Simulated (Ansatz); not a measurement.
# Ge: electron density at the nuclei under pressure

```
CELL_PARAMETERS angstrom
-1.68520 1.68520 1.68520
1.68520 -1.68520 1.68520
1.68520 1.68520 -1.68520
ATOMIC_POSITIONS crystal
Ge 0.00000 0.00000 0.00000
```

Conventional cell: a = 3.370 Å, b = 3.370 Å, c = 3.370 Å, α = 90.00°, β = 90.00°, γ = 90.00°. Around Ge (atom 1) lie 8 Ge at 2.92 Å.

The cell was built from the bcc type and relaxed in the same program, and has space group Im-3m; it needn't be a known or the stable phase.

Computed with Ansatz 0.2.0, DFT, PBE, all-electron PAW with datasets made for the crystal, scalar-relativistic.

Numerical set-up: a Γ-centred 20×20×20 k mesh, Fermi–Dirac smearing of 0.03 eV, cutoff 140 eV (chosen by the program for this cell), no spin polarisation.

The contact density is the mean electron density over the nuclear volume; its changes set Mössbauer isomer shifts. Changes below are taken from the unscaled cell, where it is 210358 e/Å³ at Ge.

| V/V(cell) | P (GPa) | Δρ(0) Ge (e/Å³) |
| --- | --- | --- |
| 0.9600 | 3.0 | ? |
| 1.0000 | 0.0 | 0.00 |
| 1.0400 | -2.3 | ? |

Q: Give the missing entry: row "1.0400", column "Δρ(0) Ge (e/Å³)".

A: 1.22.

Q: Fill in "Δρ(0) Ge (e/Å³)" for the row "0.9600".

A: -1.16.

The datasets are made afresh for each cell, so very small changes are uncertain.
